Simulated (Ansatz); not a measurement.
# HfSiO4: the cost of one run

Method: DFT PBE, scalar-relativistic, plane waves, PAW, in Ansatz 0.2.0.

1 further run of the same task is left out (set aside as unsound or not needed). Runs told in other sessions of the task aren't counted.

### 1 The starting structure

The structure is tetragonal, space group I-4 (No. 82). The conventional cell has a = 5.832 Å, b = 5.832 Å, c = 8.264 Å, α = 90.00°, β = 90.00°, γ = 90.00°. Hf (site symmetry -4) is surrounded by 4 O at 1.94 Å. Around Si (site symmetry -4) lie 4 O at 1.63 Å. O (site symmetry 1) is surrounded by 1 Si at 1.63 Å and 1 Hf at 1.94 Å.

Coordinates:

```cif
data_structure
_symmetry_space_group_name_H-M 'P 1'
_symmetry_Int_Tables_number 1
_cell_length_a 5.8378
_cell_length_b 5.8378
_cell_length_c 5.8378
_cell_angle_alpha 120.061
_cell_angle_beta 120.061
_cell_angle_gamma 89.894
_cell_volume 140.55
loop_
_atom_site_label
_atom_site_type_symbol
_atom_site_fract_x
_atom_site_fract_y
_atom_site_fract_z
_atom_site_occupancy
Hf1 Hf 0.25000 0.75000 0.50000 1
Si1 Si 0.00000 0.00000 0.00000 1
O1 O 0.65752 0.87858 0.76433 1
O2 O 0.12142 0.88575 0.77895 1
O3 O 0.11425 0.89319 0.23567 1
O4 O 0.10681 0.34248 0.22105 1
```

The cell was relaxed beforehand at this level, from a generated guess; it is a trial structure. At a tolerance of 0.02 Å it has space group I-4 (No. 82); it has 23.43 Å³/atom, an uncorrected energy of -3.03 eV/atom over the elements.

### 2 Bands, states and charges

The input, input.yaml:

```yaml
crystal:
  lattice:
    - [-2.9162106855, 2.9162106855, 4.1318118613]
    - [2.9162106855, -2.9162106855, 4.1318118613]
    - [2.9162106855, 2.9162106855, -4.1318118613]
  atoms:
    - { symbol: Hf, position: [0.25, 0.75, 0.5] }
    - { symbol: Si, position: [0.0, 0.0, 0.0] }
    - { symbol: O, position: [0.6575242817, 0.8785782444, 0.7643296439] }
    - { symbol: O, position: [0.1214217556, 0.8857513996, 0.7789460374] }
    - { symbol: O, position: [0.1142486004, 0.8931946378, 0.2356703561] }
    - { symbol: O, position: [0.1068053622, 0.3424757183, 0.2210539626] }
basis:
  ecutwfc: 420
kpoints:
  mp_grid: { grid: [6, 6, 6] }
  band_path:
    path:
      - [[0.0, 0.0, 0.0], [0.0, 0.0, 0.5], [0.25, 0.25, 0.25], [0.0, 0.5, 0.0], [0.0, 0.0, 0.0], [0.5, 0.5, -0.5], [0.37453652, 0.62546348, -0.37453652]]
      - [[-0.37453652, 0.37453652, 0.37453652], [0.0, 0.0, 0.0]]
      - [[0.0, 0.0, 0.5], [-0.24907304, 0.24907304, 0.5]]
      - [[0.5, 0.5, -0.24907304], [0.5, 0.5, -0.5]]
    npoints: 14
hamiltonian:
  xc: pbe
scf:
  occupations: { method: gaussian, width: 0.02 }
  n_extra_bands: 15
output:
  forces: true
  stress: true
  eigenvalues: true
  populations: true
  dos: { projected: true, de: 0.02, nscf_kmesh: { grid: [9, 9, 9] } }
  bader: true
  write_density: true
  write_potential: true
  elf: true
  volumetric_format: npy
```

Started as:

```sh
$ ansatz run input.yaml --threads 1 --pin off --max-ram 2560MiB --backend cpu --events-out ev --progress --plain --runs-dir out
```

Q: Estimate wall time and peak memory on 1 thread of Intel Xeon at 2.50GHz (Skylake/Cascade Lake), shared host.

About 5.3 min, with a peak of 0.71 GiB.
